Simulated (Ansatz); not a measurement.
## Ca8O7: nudged elastic band, vacancy jump

Computed with DFT PBE, scalar-relativistic, plane waves, PAW in Ansatz 0.2.0. Cutoff 420 eV, Γ-centred 4×4×4 k-points, Gaussian smearing of 0.05 eV. No spin polarisation.

5 inner image(s), climbing default, force tolerance 0.05 eV/Å, at most 60 iterations, fixed cell. The cell carries a charge of +2 e on a uniform background, with no finite-size correction, so the barrier is rough in so small a cell.

The run took 11 min on 4 threads of Arm Neoverse V1 (shared host), peak memory 2.6 GiB.

Command:
```bash
ansatz run input.yaml --threads 4 --pin off --max-ram 9216MiB --backend cpu --events-out ev --progress --plain --runs-dir out
```

Input:
```yaml
crystal:
  lattice:
    - [0.0, 4.8309190842, -4.8309190842]
    - [4.8309190842, 4.8309190842, 0.0]
    - [4.8309190842, 0.0, -4.8309190842]
  atoms:
    - { symbol: Ca, position: [0.5129280414, 0.4870719586, -0.0129280414] }
    - { symbol: Ca, position: [0.5129280414, 0.0129280414, -0.0129280414] }
    - { symbol: Ca, position: [1.0, 0.5, 0.0] }
    - { symbol: Ca, position: [0.9870719586, 0.0129280414, -0.0129280414] }
    - { symbol: Ca, position: [0.5129280414, 0.4870719586, 0.5129280414] }
    - { symbol: Ca, position: [0.5, 0.0, 0.5] }
    - { symbol: Ca, position: [0.9870719586, 0.4870719586, 0.5129280414] }
    - { symbol: Ca, position: [0.9870719586, 0.0129280414, 0.5129280414] }
    - { symbol: O, position: [0.25, 0.25, 0.25] }
    - { symbol: O, position: [0.75, 0.75, 0.25] }
    - { symbol: O, position: [0.75, 0.25, 0.25] }
    - { symbol: O, position: [0.25, 0.75, 0.75] }
    - { symbol: O, position: [0.25, 0.25, 0.75] }
    - { symbol: O, position: [0.75, 0.75, 0.75] }
    - { symbol: O, position: [0.75, 0.25, 0.75] }
total_charge: 2
basis:
  ecutwfc: 420
kpoints:
  mp_grid: { grid: [4, 4, 4] }
hamiltonian:
  xc: pbe
scf:
  occupations: { method: gaussian, width: 0.05 }
output:
  forces: true
neb:
  images: 5
  f_tol: 0.05
  max_iterations: 60
  order_check: false
  final_atoms:
    - { symbol: Ca, position: [0.5129279823, 0.5129279823, -0.0129279823] }
    - { symbol: Ca, position: [0.5129279823, -0.0129279823, -0.0129279823] }
    - { symbol: Ca, position: [0.9870720177, 0.5129279823, -0.0129279823] }
    - { symbol: Ca, position: [1.0, 0.0, 0.0] }
    - { symbol: Ca, position: [0.5, 0.5, 0.5] }
    - { symbol: Ca, position: [0.5129279823, -0.0129279823, 0.5129279823] }
    - { symbol: Ca, position: [0.9870720177, 0.5129279823, 0.5129279823] }
    - { symbol: Ca, position: [0.9870720177, -0.0129279823, 0.5129279823] }
    - { symbol: O, position: [0.25, -0.25, 0.25] }
    - { symbol: O, position: [0.75, 0.75, 0.25] }
    - { symbol: O, position: [0.75, 0.25, 0.25] }
    - { symbol: O, position: [0.25, 0.75, 0.75] }
    - { symbol: O, position: [0.25, 0.25, 0.75] }
    - { symbol: O, position: [0.75, 0.75, 0.75] }
    - { symbol: O, position: [0.75, 0.25, 0.75] }
```

Output (its end):
```
...
    - [4.8309190842, 0.0, -4.8309190842]
  atoms:
    - { symbol: Ca, position: [0.5215912774671966, 0.49999999435726517, -0.021591260848034977] }
    - { symbol: Ca, position: [0.5482575690719422, -2.0849302811987158e-8, -0.04825752921288479] }
    - { symbol: Ca, position: [1.0065613387499213, 0.4768258785218342, 0.006561385146589105] }
    - { symbol: Ca, position: [1.0065613357413914, 0.010051401731035137, 0.006561381706151392] }
    - { symbol: Ca, position: [0.4934386684033722, 0.5231741316450866, 0.49343861561536556] }
    - { symbol: Ca, position: [0.4934386693953893, -0.01005141352182265, 0.4934386140427167] }
    - { symbol: Ca, position: [0.978408714196897, 0.500000020102293, 0.5215912571142288] }
    - { symbol: Ca, position: [0.9517424284634823, 1.3873922122265014e-8, 0.5482575379475654] }
    - { symbol: O, position: [0.24999999833353176, -3.865369524458373e-9, 0.25000000457272037] }
    - { symbol: O, position: [0.7858684376635583, 0.735058678579777, 0.2440142032032216] }
    - { symbol: O, position: [0.7141315634748817, 0.264941319237953, 0.25598579473508204] }
    - { symbol: O, position: [0.24401421195996442, 0.7350586713079226, 0.7858684414132953] }
    - { symbol: O, position: [0.2559857924940957, 0.2649413275607299, 0.7141315517906621] }
    - { symbol: O, position: [0.7499999972883322, 0.7322720690943209, 0.7500000023350519] }
    - { symbol: O, position: [0.7499999972960429, 0.2677279322243551, 0.750000000438269] }
```

Self-consistency was reached.

Final band:

| image | s (Å) | ΔE (eV) |
| --- | --- | --- |
| 0 | 0.000 | 0.000 |
| 1 | 0.612 | 0.354 |
| 2 | 1.224 | 1.087 |
| 3 | 1.835 | 1.510 |
| 4 | 2.447 | 1.087 |
| 5 | 3.058 | 0.354 |
| 6 | 3.670 | 0.000 |

Highest image over the start 1.510 eV, over the end 1.510 eV. The order of the saddle wasn't checked, and a path that keeps a symmetry can read too high.

By iteration:

| iteration | largest band force component (eV/Å) | highest image (eV) |
| --- | --- | --- |
| 1 | 4.846 | 3.914 |
| 2 | 1.499 | 2.265 |
| 3 | 0.469 | 1.583 |
| 4 | 0.195 | 1.525 |
| 5 | 0.067 | 1.510 |
| 6 | 0.017 | 1.510 |

Images of the last band (Å, true forces in eV/Å):

```xyz
15
Lattice="0.000 4.831 -4.831 4.831 4.831 0.000 4.831 0.000 -4.831" Properties=species:S:1:pos:R:3:forces:R:3 pbc="T T T" image=0 dE_eV=0.0000
Ca    2.291    4.831   -2.415   -0.001    0.000    0.000
Ca    0.000    2.540   -2.415    0.000    0.001    0.000
Ca    2.415    7.246   -4.831    0.000    0.000    0.000
Ca    0.000    4.831   -4.706    0.000    0.000    0.001
Ca    4.831    4.831   -4.956    0.000    0.000   -0.001
Ca    2.415    2.415   -4.831    0.000    0.000    0.000
Ca    4.831    7.121   -7.246    0.000   -0.001    0.000
Ca    2.540    4.831   -7.246    0.001    0.000    0.000
O     2.415    2.415   -2.415    0.000    0.000    0.000
O     4.831    7.246   -4.831    0.000    0.000    0.000
O     2.415    4.831   -4.831    0.000    0.000    0.000
O     7.246    4.831   -4.831    0.000    0.000    0.000
O     4.831    2.415   -4.831    0.000    0.000    0.000
O     7.246    7.246   -7.246    0.000    0.000    0.000
O     4.831    4.831   -7.246    0.000    0.000    0.000
15
Lattice="0.000 4.831 -4.831 4.831 4.831 0.000 4.831 0.000 -4.831" Properties=species:S:1:pos:R:3:forces:R:3 pbc="T T T" image=1 dE_eV=0.3538
Ca    2.287    4.864   -2.415   -0.061   -0.129    0.000
Ca   -0.107    2.561   -2.415    0.111   -0.141    0.000
Ca    2.381    7.212   -4.900    0.006    0.006    0.067
Ca    0.035    4.866   -4.743   -0.099   -0.099    0.122
Ca    4.866    4.866   -4.919   -0.099   -0.099   -0.122
Ca    2.381    2.381   -4.762    0.006    0.006   -0.067
Ca    4.864    7.118   -7.246   -0.129   -0.061    0.000
Ca    2.561    4.724   -7.246   -0.141    0.111    0.000
O     2.042    2.042   -2.415    0.641    0.641    0.000
O     4.786    7.322   -4.918    0.021   -0.083    0.073
O     2.491    4.786   -4.744   -0.083    0.021   -0.073
O     7.322    4.786   -4.918   -0.083    0.021    0.073
O     4.786    2.491   -4.744    0.021   -0.083   -0.073
O     7.188    7.188   -7.246   -0.001   -0.001    0.000
O     4.855    4.855   -7.246   -0.109   -0.109    0.000
15
Lattice="0.000 4.831 -4.831 4.831 4.831 0.000 4.831 0.000 -4.831" Properties=species:S:1:pos:R:3:forces:R:3 pbc="T T T" image=2 dE_eV=1.0874
Ca    2.298    4.914   -2.415   -0.075   -0.082    0.000
Ca   -0.201    2.612   -2.415    0.003   -0.132    0.000
Ca    2.348    7.179   -4.935   -0.028   -0.028   -0.062
Ca    0.064    4.895   -4.814   -0.091   -0.091    0.161
Ca    4.895    4.895   -4.848   -0.091   -0.091   -0.161
Ca    2.348    2.348   -4.727   -0.028   -0.028    0.062
Ca    4.914    7.129   -7.246   -0.082   -0.075    0.000
Ca    2.612    4.630   -7.246   -0.132    0.003    0.000
O     1.637    1.637   -2.415    0.782    0.782    0.000
O     4.751    7.348   -4.961   -0.002   -0.047    0.027
O     2.517    4.751   -4.701   -0.047   -0.002   -0.027
O     7.348    4.751   -4.961   -0.047   -0.002    0.027
O     4.751    2.517   -4.701   -0.002   -0.047   -0.027
O     7.161    7.161   -7.246   -0.047   -0.047    0.000
O     4.891    4.891   -7.246   -0.111   -0.111    0.000
15
Lattice="0.000 4.831 -4.831 4.831 4.831 0.000 4.831 0.000 -4.831" Properties=species:S:1:pos:R:3:forces:R:3 pbc="T T T" image=3 dE_eV=1.5096
Ca    2.311    4.935   -2.415   -0.004    0.004    0.000
Ca   -0.233    2.649   -2.415    0.007   -0.007    0.000
Ca    2.335    7.166   -4.894    0.004    0.004    0.003
Ca    0.080    4.911   -4.894   -0.004   -0.004    0.003
Ca    4.911    4.911   -4.768   -0.004   -0.004   -0.003
Ca    2.335    2.335   -4.768    0.004    0.004   -0.003
Ca    4.935    7.142   -7.246    0.004   -0.004    0.000
Ca    2.649    4.598   -7.246   -0.007    0.007    0.000
O     1.208    1.208   -2.415    0.000    0.000    0.000
O     4.730    7.347   -4.975    0.002   -0.002    0.000
O     2.517    4.730   -4.687   -0.002    0.002    0.000
O     7.347    4.730   -4.975   -0.002    0.002    0.000
O     4.730    2.517   -4.687    0.002   -0.002    0.000
O     7.161    7.161   -7.246    0.009    0.009    0.000
O     4.917    4.917   -7.246   -0.009   -0.009    0.000
15
Lattice="0.000 4.831 -4.831 4.831 4.831 0.000 4.831 0.000 -4.831" Properties=species:S:1:pos:R:3:forces:R:3 pbc="T T T" image=4 dE_eV=1.0874
Ca    2.332    4.948   -2.415    0.082    0.075    0.000
Ca   -0.197    2.616   -2.415    0.132   -0.003    0.000
Ca    2.351    7.182   -4.814    0.091    0.091    0.161
Ca    0.067    4.898   -4.935    0.028    0.028   -0.062
Ca    4.898    4.898   -4.727    0.028    0.028    0.062
Ca    2.351    2.351   -4.848    0.091    0.091   -0.161
Ca    4.948    7.163   -7.246    0.075    0.082    0.000
Ca    2.616    4.634   -7.246   -0.003    0.132    0.000
O     0.779    0.779   -2.415   -0.782   -0.782    0.000
O     4.729    7.326   -4.961    0.047    0.002    0.027
O     2.495    4.729   -4.701    0.002    0.047   -0.027
O     7.326    4.729   -4.961    0.002    0.047    0.027
O     4.729    2.495   -4.701    0.047    0.002   -0.027
O     7.187    7.187   -7.246    0.111    0.111    0.000
O     4.916    4.916   -7.246    0.047    0.047    0.000
15
Lattice="0.000 4.831 -4.831 4.831 4.831 0.000 4.831 0.000 -4.831" Properties=species:S:1:pos:R:3:forces:R:3 pbc="T T T" image=5 dE_eV=0.3538
Ca    2.383    4.959   -2.415    0.129    0.061    0.000
Ca   -0.146    2.522   -2.415    0.141   -0.111    0.000
Ca    2.381    7.212   -4.743    0.099    0.099    0.122
Ca    0.034    4.865   -4.900   -0.006   -0.006    0.067
Ca    4.865    4.865   -4.762   -0.006   -0.006   -0.067
Ca    2.381    2.381   -4.919    0.099    0.099   -0.122
Ca    4.959    7.214   -7.246    0.061    0.129    0.000
Ca    2.522    4.685   -7.246   -0.111    0.141    0.000
O     0.374    0.374   -2.415   -0.641   -0.641    0.000
O     4.756    7.291   -4.918    0.083   -0.021    0.073
O     2.460    4.756   -4.744   -0.021    0.083   -0.073
O     7.291    4.756   -4.918   -0.021    0.083    0.073
O     4.756    2.460   -4.744    0.083   -0.021   -0.073
O     7.223    7.223   -7.246    0.109    0.109    0.000
O     4.889    4.889   -7.246    0.001    0.001    0.000
15
Lattice="0.000 4.831 -4.831 4.831 4.831 0.000 4.831 0.000 -4.831" Properties=species:S:1:pos:R:3:forces:R:3 pbc="T T T" image=6 dE_eV=0.0000
Ca    2.415    4.956   -2.415    0.000    0.001    0.000
Ca   -0.125    2.415   -2.415   -0.001    0.000    0.000
Ca    2.415    7.246   -4.706    0.000    0.000    0.001
Ca    0.000    4.831   -4.831    0.000    0.000    0.000
Ca    4.831    4.831   -4.831    0.000    0.000    0.000
Ca    2.415    2.415   -4.956    0.000    0.000   -0.001
Ca    4.956    7.246   -7.246    0.001    0.000    0.000
Ca    2.415    4.706   -7.246    0.000   -0.001    0.000
O     0.000    0.000   -2.415    0.000    0.000    0.000
O     4.831    7.246   -4.831    0.000    0.000    0.000
O     2.415    4.831   -4.831    0.000    0.000    0.000
O     7.246    4.831   -4.831    0.000    0.000    0.000
O     4.831    2.415   -4.831    0.000    0.000    0.000
O     7.246    7.246   -7.246    0.000    0.000    0.000
O     4.831    4.831   -7.246    0.000    0.000    0.000
```